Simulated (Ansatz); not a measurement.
A (100) slab of Cu (Fm-3m (No. 225)), 7 planes, outer planes Cu (top) and Cu (bottom), with 7 atoms (Cu7) in a surface cell of A = 6.349 Å², as cut from the bulk:

```yaml
crystal:
  lattice:
    - [2.51968, 0.00000, 0.00000]
    - [0.00000, 2.51968, 0.00000]
    - [0.00000, 0.00000, 25.69012]
  atoms:
    - { symbol: Cu, position: [0.50000, 0.50000, 0.29194] }
    - { symbol: Cu, position: [0.00000, 0.00000, 0.36129] }
    - { symbol: Cu, position: [0.50000, 0.50000, 0.43065] }
    - { symbol: Cu, position: [0.00000, 0.00000, 0.50000] }
    - { symbol: Cu, position: [0.50000, 0.50000, 0.56935] }
    - { symbol: Cu, position: [0.00000, 0.00000, 0.63871] }
    - { symbol: Cu, position: [0.50000, 0.50000, 0.70806] }
```

All numbers below come from DFT PBEsol, scalar-relativistic, plane waves, PAW in Ansatz. Cutoff 420 eV; k points 14×14×1 on the computed 7-atom cell (Γ-centred); Gaussian smearing, width 0.10 eV; no spin polarisation. The cell repeats along c with a dipole correction in the vacuum.

Against the same 7 atoms in the bulk, the slab as cut lies 1.469 eV higher and the relaxed slab 1.455 eV higher.

Q: Work out the surface energy before and after relaxation.

A: The slab has two faces, so γ = (E_slab − N·E_bulk)/(2A), the mean of both. As cut: 1.469/(2 × 6.349) = 0.1157 eV/Å², and 1 eV/Å² = 16.02 J/m², so γ = 1.85 J/m². Relaxed: 1.455/(2 × 6.349) = 0.1146 eV/Å² = 1.84 J/m². Relaxation recovers 1.0 % of the cost of cutting.

Q: A cut through this plane breaks about 4 nearest-neighbour bonds a surface cell. What does each broken bond cost, before relaxation?

A: One cut makes two faces and costs 2γA = 1.469 eV, shared by 4 bonds: 0.37 eV a bond. In a metal this is less than the cohesive energy a bond, since the bonds that remain at the surface strengthen.

Q: What is the ideal work of this cut, per area?

A: Griffith's ideal work is 2γ: 3.71 J/m² if the new faces stay rigid, 3.67 J/m² if they relax. One thickness was run, 7 planes, so γ can still shift with it.